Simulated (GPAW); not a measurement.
Crystal: ZrC.

```
Zr C
1.0
     3.39148    0.00000    0.00000
    -1.69574    2.93710    0.00000
     0.00000    0.00000    5.29005
Zr C
2 2
Direct
  0.66667 0.33333 0.75000
  0.33333 0.66667 0.25000
  0.00000 0.00000 0.50000
  0.00000 0.00000 0.00000
```

The cell comes from a database or a generator and needn't be the stable form of this composition.

Base run:

```yaml
Program: GPAW 26.7.0
Functional: PBEsol
Potentials_or_basis: PAW data sets generated in the run's folder for this functional
Cutoff: 800 eV
Basis: pw
k_mesh: 7 × 7 × 4
Occupations: fermi-dirac, width 0.05 eV
Spin: no spin polarisation
Hubbard_terms: Zr d U = 6 eV
```

Its results: pressure 7.6 GPa.

Q: The run is repeated on the same cell with these changes: hubbard terms from Zr d U = 6 eV to Zr d U = 2 eV. What comes out?

A: Pressure -3.8 GPa.

Caveats: U without spin polarisation on a metal has little footing; the U is typed as a test and isn't derived for this compound.

Not every run made on this cell is shown here.
